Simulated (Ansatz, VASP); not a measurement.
## NaI: VASP beside Ansatz

The input INCAR:

```
SYSTEM = NaI
PREC = Accurate
ENCUT = 520
EDIFF = 1E-8
ISMEAR = -1
SIGMA = 0.08
LREAL = .False.
LASPH = .True.
NELM = 100
ALGO = Normal
ISIF = 2
LWAVE = .False.
LCHARG = .False.
GGA = PE
LEFG = .True.
NBANDS = 22
```

Contents of KPOINTS:

```
Automatic mesh
0
Gamma
  10 10 6
  0 0 0
```

POSCAR

```
NaI
1.0
    5.1452656430      0.0000000000      0.0000000000
   -2.5726328215      4.4559307560      0.0000000000
    0.0000000000      0.0000000000      8.0059904541
Na I
2 2
Direct
    0.3333333333      0.6666666667     -0.0063332689
    0.6666666667      0.3333333333      0.4936667311
    0.3333333333      0.6666666667      0.3823332689
    0.6666666667      0.3333333333      0.8823332689
```

Input for Ansatz:

```yaml
crystal:
  lattice:
    - [5.145265643, 0.0, 0.0]
    - [-2.5726328215, 4.455930756, 0.0]
    - [0.0, 0.0, 8.0059904541]
  atoms:
    - { symbol: Na, position: [0.3333333333, 0.6666666667, -0.0063332689] }
    - { symbol: Na, position: [0.6666666667, 0.3333333333, 0.4936667311] }
    - { symbol: I, position: [0.3333333333, 0.6666666667, 0.3823332689] }
    - { symbol: I, position: [0.6666666667, 0.3333333333, 0.8823332689] }
kpoints:
  mp_grid: { grid: [10, 10, 6] }
  band_path:
    path:
      - [0.0, 0.0, 0.0]
      - [0.5, 0.0, 0.0]
      - [0.3333333333, 0.3333333333, 0.0]
      - [0.0, 0.0, 0.0]
      - [0.0, 0.0, 0.5]
      - [0.5, 0.0, 0.5]
      - [0.3333333333, 0.3333333333, 0.5]
      - [0.0, 0.0, 0.5]
      - [0.5, 0.0, 0.5]
    npoints: 8
scf:
  occupations: { method: fermi_dirac, width: 0.08 }
hamiltonian:
  xc: pbe
  pseudopotentials: { kind: paw }
output:
  forces: true
  stress: true
  eigenvalues: true
  efg: { contact_densities: true }
  populations: true
  bader: true
  dos: { projected: true, de: 0.2, e_range: [-14, 8] }
```

Alike in both runs: task electric field gradients; functional PBE; k mesh 10 × 10 × 6; occupations fermi-dirac, width 0.08 eV; no spin polarisation.

```csv
,VASP,Ansatz
version,VASP 6.6.1,Ansatz 0.2.0
potentials or method,"VASP PAW PBE potentials, release 64 (Na_pv, I)","PAW with Ansatz's default frozen-core files, scalar-relativistic"
plane-wave cutoff (eV),520,420
valence electrons in the cell,28,52
```

|  | VASP | Ansatz | Ansatz less VASP |
| --- | --- | --- | --- |
| gap on the k mesh at the Fermi level (eV) | 3.70 | 3.71 | +0.003 |
| pressure (GPa) | 0.0 | 0.0 | -0.01 |
| Vzz of the field gradient on the site that differs most (V/Å²) | -10.6 | -11.1 | -0.52 |

The functional is the same, so the differences come from potentials, cutoffs and numerics. The two sets of potentials don't hold the same shells in valence. Ansatz warned: «gradients_without_spin_orbit».

Caveats: spin-orbit coupling is left out, which moves the levels of the heavy elements. PBE gaps usually lie below the measured ones, often by a third to a half. A k mesh can miss the band edges.
